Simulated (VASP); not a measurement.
# BN in VASP: settings compared, part 2 of 2

VASP 6.6.1.

## 3. Relaxation of cell and atoms, PBE+D3(BJ)

This run uses another cell than the first one, of 29.02 Å³/atom, 1.007 times its volume.

Contents of INCAR:

```
PREC = Accurate
ENCUT = 600
EDIFF = 1E-7
ISMEAR = 0
SIGMA = 0.03
LREAL = False
LASPH = True
NELM = 80
ALGO = Normal
ISIF = 3
LWAVE = False
LCHARG = False
GGA = PE
IVDW = 12
IBRION = 2
NSW = 90
EDIFFG = -0.005
LATTICE_CONSTRAINTS = .TRUE. .TRUE. .FALSE.
KPAR = 4
```

Contents of KPOINTS:

```
regular mesh
0
Gamma
  15 15 1
```

Contents of POSCAR:

```
BN                                      
1.0
    2.5075257224      0.0000000000      0.0000000000
   -1.2537628612      2.1715809715      0.0000000000
    0.0000000000      0.0000000000     21.3178500000
  B               N             
     2     2
Direct
     0.6666666699999979    0.3333333300000021    0.4222087867150570
     0.3333333300000021    0.6666666699999979    0.5777912132849430
     0.3333333300000021    0.6666666699999979    0.4221230661199653
     0.6666666699999979    0.3333333300000021    0.5778769338800347
```

Potentials or basis: VASP PAW PBE potentials, release 64 (B, N).

On the command line:

```sh
$ cat potpaw_PBE.64/B/POTCAR potpaw_PBE.64/N/POTCAR > POTCAR
$ mpirun -np 4 vasp_std > vasp.out
```

OUTCAR:

```text
PREC = Accurate
   ENCUT = 600
   EDIFF = 1E-7
   ISMEAR = 0
   LREAL = False
   LASPH = True
   NELM = 80
   ISIF = 3
   GGA = PE
   IVDW = 12
   IBRION = 2
   NSW = 90
   EDIFFG = -0.005
 IVDW          = 12

 ion  position               nearest neighbor table
   1  0.667  0.333  0.422-   3 1.45   3 1.45   3 1.45
   2  0.333  0.667  0.578-   4 1.45   4 1.45   4 1.45
   3  0.333  0.667  0.422-   1 1.45   1 1.45   1 1.45
   4  0.667  0.333  0.578-   2 1.45   2 1.45   2 1.45

  LATTYP: Found a hexagonal cell.
 ALAT       =     2.5075257224
 C/A-ratio  =     8.5015478843

  Lattice vectors:

 A1 = (   2.5075257224,   0.0000000000,   0.0000000000)
 A2 = (  -1.2537628612,   2.1715809715,   0.0000000000)
 A3 = (   0.0000000000,   0.0000000000,  21.3178500000)

Analysis of symmetry for initial positions (statically):
=====================================================================
 Subroutine PRICEL returns:
 Original cell was already a primitive cell.

 Routine SETGRP: Setting up the symmetry group for a
 hexagonal supercell.

 Subroutine GETGRP returns: Found 12 space group operations
 (whereof 12 operations were pure point group operations)
 out of a pool of 24 trial point group operations.

The static configuration has the point symmetry D_3d.

Analysis of symmetry for dynamics (positions and initial velocities):
=====================================================================
 Subroutine PRICEL returns:
 Original cell was already a primitive cell.

 Routine SETGRP: Setting up the symmetry group for a
 hexagonal supercell.

 Subroutine GETGRP returns: Found 12 space group operations
 (whereof 12 operations were pure point group operations)
 out of a pool of 24 trial point group operations.

The dynamic configuration has the point symmetry D_3d.

 Subroutine INISYM returns: Found 12 space group operations
 (whereof 12 operations are pure point group operations),
 and found     1 'primitive' translations

----------------------------------------------------------------------------------------

                                     Primitive cell

  volume of cell :     116.0820

  direct lattice vectors                    reciprocal lattice vectors
     2.507525722  0.000000000  0.000000000     0.398799498  0.230246998  0.000000000
    -1.253762861  2.171580972  0.000000000     0.000000000  0.460493996  0.000000000
     0.000000000  0.000000000 21.317850000     0.000000000  0.000000000  0.046909046

  length of vectors
     2.507525722  2.507525718 21.317850000     0.460493996  0.460493996  0.046909046

  position of ions in fractional coordinates (direct lattice)
     0.666666670  0.333333330  0.422208787
     0.333333330  0.666666670  0.577791213
     0.333333330  0.666666670  0.422123066
     0.666666670  0.333333330  0.577876934

  ion indices of the primitive-cell ions
   primitive index   ion index
                 1           1
                 2           2
                 3           3
                 4           4

----------------------------------------------------------------------------------------

 KPOINTS: regular mesh

Automatic generation of k-mesh.
 Grid dimensions read from file:
 generate k-points for:   15   15    1

 Generating k-lattice:

[... 43 lines left out ...]
   k-points           NKPTS =     27   k-points in BZ     NKDIM =     27   number of bands    NBANDS=     12
   number of dos      NEDOS =    301   number of ions     NIONS =      4
   total plane-waves  NPLWV =  72000
   dimension x,y,z NGX =    20 NGY =   20 NGZ =  180
   dimension x,y,z NGXF=    40 NGYF=   40 NGZF=  360
   ions per type =               2   2
   NGX,Y,Z   is equivalent  to a cutoff of  13.26, 13.26, 14.04 a.u.
   NGXF,Y,Z  is equivalent  to a cutoff of  26.52, 26.52, 28.07 a.u.
 SYSTEM =  unknown system
   PREC   = accura    normal or accurate (medium, high low for compatibility)
   ISTART =      0    job   : 0-new  1-cont  2-samecut
   ICHARG =      2    charge: 1-file 2-atom 10-const
   ISPIN  =      1    spin polarized calculation?
   LNONCOLLINEAR =      F non collinear calculations
   LSORBIT =      F    spin-orbit coupling
   LASPH  =      T    aspherical Exc in radial PAW
   ENCUT  =  600.0 eV  44.10 Ry    6.64 a.u.   5.01  5.01 42.58*2*pi/ulx,y,z
   NELM   =     80;   NELMIN=  2; NELMDL= -5     # of ELM steps
   EDIFF  = 0.1E-06   stopping-criterion for ELM
   LREAL  =      F    real-space projection
   EDIFFG = -.5E-02   stopping-criterion for IOM
   NSW    =     90    number of steps for IOM
   IBRION =      2    ionic relax: 0-MD 1-quasi-New 2-CG
   NFREE  =      1    steps in history (QN), initial steepest desc. (CG)
   ISIF   =      3    stress and relaxation
   ISYM   =      2    0-nonsym 1-usesym 2-fastsym
   POTIM  = 0.5000    time-step for ionic-motion
   TEBEG  =    0.0;   TEEND  =   0.0 temperature during run
   PSTRESS=    0.0 pullay stress
   NELECT =      16.0000    total number of electrons
   NUPDOWN=      -1.0000    fix difference up-down
   EMIN   =  10.00;   EMAX   =-10.00  energy-range for DOS
   EFERMI =   0.00;   METHOD = LEGACY
   ISMEAR =     0;   SIGMA  =   0.03  broadening in eV -4-tet -1-fermi 0-gaus
   EFERMI_NEDOS =   21; number of points for ismear=-14 and -15
   IALGO  =     38    algorithm
   IMIX   =      4    mixing-type and parameters
     AMIX     =   0.40;   BMIX     =  1.00
     AMIX_MAG =   1.60;   BMIX_MAG =  1.00
  volume/ion in A,a.u.               =      29.02       195.84
  Fermi-wavevector in a.u.,A,eV,Ry     =   0.845655  1.598056  9.729967  0.715132
  Thomas-Fermi vector in A             =   1.960878
   LORBIT       =      0    0 simple, 1 ext, 2 COOP (PROOUT), +10 PAW based schemes
   GGA     = PE    functional components
   LHFCALC =     F    Hartree Fock is set to
   AEXX    =    0.0000 exact exchange contribution
   IVDW    =    12    specifies the selected vdW correction
   LEPSILON=     F    determine dielectric tensor
   LRPA    =     F    only Hartree local field effects (RPA)
 conjugate gradient relaxation of ions
 non-spin polarized calculation
 Gauss-broadening in eV      SIGMA  =   0.03
  energy-cutoff  :      600.00
  volume of cell :      116.08
 maximum number of plane-waves:      3925
 NGX is ok and might be reduce to    20
   NGX =  9   NGY =  9   NGZ = 85

--------------------------------------- Ionic step        1  -------------------------------------------

 number of electron      16.0000000 magnetization

 Free energy of the ion-electron system (eV)
  ---------------------------------------------------
  ext. energy  EPLUGINS =         0.00000000
  ---------------------------------------------------
  free energy    TOTEN  =       -35.18403691 eV

  energy without entropy =      -35.18403691  energy(sigma->0) =      -35.18403691

------------------------ aborting loop because EDIFF is reached ----------------------------------------

 Edisp (eV)   -0.42492

 E8    (eV) :    -0.1311
[... 111 lines left out ...]
  FREE ENERGIE OF THE ION-ELECTRON SYSTEM (eV)
  ---------------------------------------------------
  free  energy   TOTEN  =       -35.6089582488 eV

  energy  without entropy=      -35.6089582488  energy(sigma->0) =      -35.60895825

[... ionic steps 4 to 11 ...]

--------------------------------------- Ionic step       12  -------------------------------------------

 number of electron      16.0000000 magnetization

------------------------ aborting loop because EDIFF is reached ----------------------------------------
[... 79 lines left out ...]
--------------------------------------- Ionic step       14  -------------------------------------------

 number of electron      15.9999999 magnetization

 Free energy of the ion-electron system (eV)
  ---------------------------------------------------
  ext. energy  EPLUGINS =         0.00000000
  ---------------------------------------------------
  free energy    TOTEN  =       -35.18707928 eV

  energy without entropy =      -35.18707928  energy(sigma->0) =      -35.18707928

 E-fermi :  -3.1534     XC(G=0):  -3.5632

 val. band max:       -3.3361678849   @ k =   0.3333   0.3333   0.0000
 cond. band min:       1.1950557198   @ k =   0.4667   0.0667   0.0000
 fundamental gap:      4.5312236047
 Fermi energy:        -3.1534202346

 k-point     1 :       0.0000    0.0000    0.0000
  band No.  band energies     occupation
      1     -21.0239      2.00000
      2     -20.8859      2.00000
      3      -9.0318      2.00000
      4      -8.0243      2.00000
      5      -4.6582      2.00000
      6      -4.6582      2.00000
      7      -4.6411      2.00000
      8      -4.6411      2.00000
      9       1.4899      0.00000
     10       1.9849      0.00000
     11       2.6726      0.00000
     12       3.6232      0.00000
[... 331 lines left out ...]
 k-point    24 :       0.4000    0.2000    0.0000
  band No.  band energies     occupation
      1     -17.5625      2.00000
      2     -17.5364      2.00000
      3     -11.7485      2.00000
      4     -11.7083      2.00000
      5      -9.2424      2.00000
      6      -9.2074      2.00000
      7      -3.9136      2.00000
      8      -3.5490      2.00000
      9       1.3352      0.00000
     10       1.7186      0.00000
     11       8.6453      0.00000
     12       9.0704      0.00000

 [... further k-points ...]

------------------------ aborting loop because EDIFF is reached ----------------------------------------

 Edisp (eV)   -0.42208

 E8    (eV) :    -0.1301
[... 27 lines left out ...]
  FREE ENERGIE OF THE ION-ELECTRON SYSTEM (eV)
  ---------------------------------------------------
  free  energy   TOTEN  =       -35.6091628794 eV

  energy  without entropy=      -35.6091628794  energy(sigma->0) =      -35.60916288

 reached required accuracy - stopping structural energy minimisation
```

Wall time 1.9 min (4 MPI ranks of Intel Xeon Platinum 8559C (Emerald Rapids), shared host); peak memory 0.3 GiB.

Results:

```yaml
Free_energy: -35.6092 eV
Energy_gained_by_relaxing: 0.1 meV/atom
Ionic_steps: 14
Largest_force_after_relaxing: 0.004 eV/Å
Band_gap_on_the_k_mesh: 4.53 eV, indirect (least direct gap 4.72 eV)
Dispersion_energy_per_atom: -0.106 eV
```

Forces on the atoms (eV/Å):
```
B    0.000  0.000  0.002
B    0.000  0.000 -0.002
N    0.000  0.000 -0.004
N    0.000  0.000  0.004
```

The path:
| step | energy change (eV) | largest force (eV/Å) | pressure (GPa) | volume (Å³) |
| --- | --- | --- | --- | --- |
| 1 | 0.0000 | 0.0080 | 0.00 | 116.08 |
| 2 | 0.0000 | 0.0064 | -0.04 | 116.12 |
| 3 | 0.0000 | 0.0057 | -0.03 | 116.11 |
| 4 | 0.0000 | 0.0070 | -0.03 | 116.11 |
| 5 | 0.0000 | 0.0104 | -0.02 | 116.10 |
| 6 | 0.0000 | 0.0179 | -0.01 | 116.09 |
| 7 | 0.0000 | 0.0328 | 0.01 | 116.07 |
| 8 | 0.0000 | 0.0249 | -0.01 | 116.08 |
| 9 | 0.0000 | 0.0245 | -0.01 | 116.08 |
| 10 | -0.0001 | 0.0236 | -0.01 | 116.08 |
| 11 | -0.0001 | 0.0223 | -0.01 | 116.08 |
| 12 | -0.0001 | 0.0196 | -0.01 | 116.09 |
| 13 | -0.0002 | 0.0142 | -0.01 | 116.09 |
| 14 | -0.0002 | 0.0044 | -0.02 | 116.09 |

Final structure:
```yaml
crystal:
  lattice:
    - [2.50762, 0.00000, 0.00000]
    - [-1.25381, 2.17166, 0.00000]
    - [0.00000, 0.00000, 21.31785]
  atoms:
    - { symbol: B, position: [0.66667, 0.33333, 0.42146] }
    - { symbol: B, position: [0.33333, 0.66667, 0.57854] }
    - { symbol: N, position: [0.33333, 0.66667, 0.42140] }
    - { symbol: N, position: [0.66667, 0.33333, 0.57860] }
```

A hybrid or GW would open this gap; PBE tends to underestimate it.

## 4. Relaxation of cell and atoms, r2SCAN+rVV10

Contents of INCAR:

```
SYSTEM = BN
ALGO     = Normal         ! electronic algorithm
BPARAM   = 11.95        
CPARAM   = 0.0093       
EDIFF    = 1E-6           ! SCF threshold, eV
EDIFFG   = -0.01          ! ionic threshold
ENCUT    = 600            ! plane-wave cutoff, eV
IBRION   = 2              ! ionic algorithm
ISIF     = 3              ! what is computed and relaxed
ISMEAR   = 0              ! smearing method
IVDW_NL  = 2            
KPAR     = 2            
LASPH    = .TRUE.         ! aspherical terms in the spheres
LATTICE_CONSTRAINTS= .TRUE. .TRUE. .FALSE.
LCHARG   = .FALSE.        ! write CHGCAR
LMIXTAU  = .TRUE.       
LREAL    = .FALSE.        ! projectors in reciprocal space
LUSE_VDW = .TRUE.       
LWAVE    = .FALSE.        ! write WAVECAR
METAGGA  = R2SCAN         ! meta-GGA
NELM     = 120            ! most SCF steps
NSW      = 90             ! ionic steps
PREC     = Accurate       ! precision mode
SIGMA    = 0.03           ! smearing width, eV
```

Contents of KPOINTS:

```
k-points
0
G
  15 15 1
  0 0 0
```

Contents of POSCAR:

```
BN
1.0
    2.4982400000      0.0000000000      0.0000000000
   -1.2491200000      2.1635393000      0.0000000000
    0.0000000000      0.0000000000     21.3178500000
B N
2 2
Direct
    0.6666666700      0.3333333300      0.4221814100
    0.3333333300      0.6666666700      0.5778185900
    0.3333333300      0.6666666700      0.4221814100
    0.6666666700      0.3333333300      0.5778185900
```

On the command line:

```sh
$ cat potpaw_PBE.64/B/POTCAR potpaw_PBE.64/N/POTCAR > POTCAR
$ mpirun -np 2 vasp_std > vasp.out
```

It took 14 min on 2 MPI ranks of AMD EPYC 9R45 (Zen 5), shared host; peak memory 0.53 GiB.

It converged, with:

- Free energy: -38.1112 eV
- Relaxed volume: 28.89 Å³/atom
- Relaxed cell: a = 2.502 Å, b = 2.502 Å, c = 21.318 Å, α = 90.00°, β = 90.00°, γ = 120.00°
- Space group after relaxing (to 0.05 Å): P-3m1 (No. 164)
- Energy gained by relaxing: 0.2 meV/atom
- Ionic steps: 6
- Largest force after relaxing: 0.008 eV/Å
- Band gap on the k mesh: 5.14 eV, indirect (least direct gap 5.46 eV)

Forces in eV/Å, atoms in the order of the input:
```
B    0.000  0.000 -0.003
B    0.000  0.000  0.003
N    0.000  0.000  0.008
N    0.000  0.000 -0.008
```

The path:
```csv
step,energy change (eV),largest force (eV/Å),pressure (GPa),volume (Å³)
1,0.0000,0.0334,0.31,115.22
2,0.0014,0.0169,-0.69,116.22
3,-0.0008,0.0178,-0.07,115.59
4,-0.0008,0.0190,-0.03,115.55
5,-0.0008,0.0188,-0.04,115.56
6,-0.0008,0.0084,-0.03,115.55
```

Final structure:
```
CELL_PARAMETERS angstrom
2.50176 0.00000 0.00000
-1.25088 2.16659 0.00000
0.00000 0.00000 21.31785
ATOMIC_POSITIONS crystal
B 0.66667 0.33333 0.42225
B 0.33333 0.66667 0.57775
N 0.33333 0.66667 0.42213
N 0.66667 0.33333 0.57787
```

Levels at points of the mesh, in eV from the valence-band top:
```csv
k point,band 4,band 5,band 6,band 7,band 8,band 9,band 10,band 11,band 12
"(0.00, 0.00, 0.00)",-4.82,-1.33,-1.33,-1.31,-1.31,5.31,5.86,6.35,7.39
```

Caveat: the PAW data sets were made with another functional, which shifts forces and pressure a little. r2SCAN opens gaps a little over a GGA but as a rule still falls short of measured ones.

## 5. Relaxation of cell and atoms, r2SCAN+rVV10

This run uses another cell than the first one, of 28.89 Å³/atom, 1.003 times its volume.

Changes to INCAR since step 4:

```diff
@@ -4,4 +4,4 @@
 CPARAM   = 0.0093       
-EDIFF    = 1E-6           ! SCF threshold, eV
-EDIFFG   = -0.01          ! ionic threshold
+EDIFF    = 1E-7           ! SCF threshold, eV
+EDIFFG   = -0.005         ! ionic threshold
 ENCUT    = 600            ! plane-wave cutoff, eV
```

KPOINTS is that of step 4.

Contents of POSCAR:

```
BN                                      
1.0
    2.5017586099      0.0000000000      0.0000000000
   -1.2508793049      2.1665865055      0.0000000000
    0.0000000000      0.0000000000     21.3178500000
  B               N             
     2     2
Direct
     0.6666666699999979    0.3333333300000021    0.4222462989520275
     0.3333333300000021    0.6666666699999979    0.5777537010479725
     0.3333333300000021    0.6666666699999979    0.4221331704201849
     0.6666666699999979    0.3333333300000021    0.5778668295798149
```

On the command line:

```sh
$ cat potpaw_PBE.64/B/POTCAR potpaw_PBE.64/N/POTCAR > POTCAR
$ mpirun -np 2 vasp_std > vasp.out
```

Wall time 11 min (2 MPI ranks of AMD EPYC 9R45 (Zen 5), shared host); peak memory 0.53 GiB.

Results (log left out):

```yaml
Free_energy: -38.1114 eV
Energy_gained_by_relaxing: 0.0 meV/atom
Ionic_steps: 4
Largest_force_after_relaxing: 0.004 eV/Å
Band_gap_on_the_k_mesh: 5.14 eV, indirect (least direct gap 5.46 eV)
```

Forces on the atoms (eV/Å):
```
B    0.000  0.000  0.004
B    0.000  0.000 -0.004
N    0.000  0.000  0.002
N    0.000  0.000 -0.002
```

Final structure:
```
B N
1.0
     2.50167    0.00000    0.00000
    -1.25084    2.16651    0.00000
     0.00000    0.00000   21.31785
B N
2 2
Direct
  0.66667 0.33333 0.42224
  0.33333 0.66667 0.57776
  0.33333 0.66667 0.42215
  0.66667 0.33333 0.57785
```

Levels at points of the mesh, in eV from the valence-band top:
| k point | band 4 | band 5 | band 6 | band 7 | band 8 | band 9 | band 10 | band 11 | band 12 |
| --- | --- | --- | --- | --- | --- | --- | --- | --- | --- |
| (0.00, 0.00, 0.00) | -4.82 | -1.33 | -1.33 | -1.31 | -1.31 | 5.30 | 5.84 | 6.39 | 7.39 |

Caveat: the PAW data sets were made with another functional, which shifts forces and pressure a little. r2SCAN opens gaps a little over a GGA but as a rule still falls short of measured ones.
